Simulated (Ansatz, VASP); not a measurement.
# CuH5: VASP beside Ansatz

```
Cu H
1.0
     0.00000    2.43248    2.43248
     2.43248    0.00000    2.43248
     2.43248    2.43248    0.00000
Cu H
1 5
Direct
  0.00000 0.00000 0.00000
  0.25000 0.25000 0.25000
  0.19964 0.60012 0.60012
  0.60012 0.60012 0.60012
  0.60012 0.19964 0.60012
  0.60012 0.60012 0.19964
```

Change from the starting cell: species swapped into the ZrNi5 type (F-43m, No. 216).

Alike in both runs: functional PBE; k mesh 6 × 6 × 6; occupations gaussian, width 0.1 eV; no spin polarisation.

Ansatz relaxed the structure, and its values are those at the end. VASP's run is a single point on that final structure, the one shown.

```csv
,VASP,Ansatz
version,VASP 6.6.1,Ansatz 0.2.0
potentials or method,"VASP PAW PBE potentials, release 64 (Cu, H)","scalar-relativistic, plane waves, PAW"
plane-wave cutoff (eV),520,420
valence electrons in the cell,16,24
```

|  | VASP | Ansatz | Ansatz less VASP |
| --- | --- | --- | --- |
| gap on the k mesh at the Fermi level (eV) | none | none | - |
| pressure (GPa) | -0.3 | -0.1 | +0.16 |
| rms of the force components (eV/Å) | 0.019 | 0.016 | -0.0026 |

A gap of «none» marks a metal or a gap that the smearing closes. The functional is the same, so the differences come from potentials, cutoffs and numerics. The two sets of potentials don't hold the same shells in valence.

Caveats: the k mesh is coarse (spacing up to 0.37 Å⁻¹), so the values aren't converged.
